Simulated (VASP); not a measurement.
Set up this calculation in VASP 6.6.1, as the native input.

```
Task                   : relaxation of cell and atoms
Functional             : LDA
Potentials or basis    : VASP PAW LDA potentials, release 64 (S, Mo_sv)
Cutoff                 : 600 eV
k mesh                 : 12 × 12 × 1
Occupations            : gaussian, width 0.03 eV
Spin                   : no spin polarisation
Further INCAR settings : ALGO = Normal; EDIFF = 1e-07; IBRION = 2; EDIFFG = -0.005; NSW = 90; ISIF = 3
```

The structure of MoS2 lies in POSCAR:

```
MoS2                                    
1.0
    3.1218757874      0.0000000000      0.0000000000
   -1.5609378937      2.7036237349      0.0000000000
    0.0000000000      0.0000000000     21.1302960000
  S               Mo            
     2     1
Direct
     0.3333333300000021    0.6666666699999979    0.4265041311374226
     0.3333333300000021    0.6666666699999979    0.5734958688625773
     0.6666666699999979    0.3333333300000021    0.5000000000000000
```

One way to write it, as run:

INCAR

```
ALGO = Normal
EDIFF = 1E-7
EDIFFG = -0.005
ENCUT = 600
IBRION = 2
ISIF = 3
ISMEAR = 0
KPAR = 2
LASPH = True
LATTICE_CONSTRAINTS = .TRUE. .TRUE. .FALSE.
LCHARG = False
LREAL = False
LWAVE = False
NELM = 80
NSW = 90
PREC = Accurate
SIGMA = 0.03
```

KPOINTS

```
k-points
0
Gamma
  12 12 1
```

Potentials or basis: VASP PAW LDA potentials, release 64 (S, Mo_sv).

Launch:

```bash
$ cat potpaw_LDA.64/S/POTCAR potpaw_LDA.64/Mo_sv/POTCAR > POTCAR
$ mpirun -np 2 vasp_std > vasp.out
```

Results of the run:

```yaml
Relaxed_volume: 59.43 Å³/atom
Relaxed_cell: a = 3.121 Å, b = 3.121 Å, c = 21.130 Å, α = 90.00°, β = 90.00°, γ = 120.00°
Space_group_after_relaxing_to_0.05_Å: P-6m2 (No. 187)
Energy_gained_by_relaxing: 0.0 meV/atom
Ionic_steps: 3
Largest_force_after_relaxing: 0.004 eV/Å
Band_gap_on_the_k_mesh: 1.87 eV, direct
```

It took 2.7 min on 2 MPI ranks on AMD EPYC 7R43 64-Core Processor (Zen 3) (shared host), peak memory 0.31 GiB a rank.
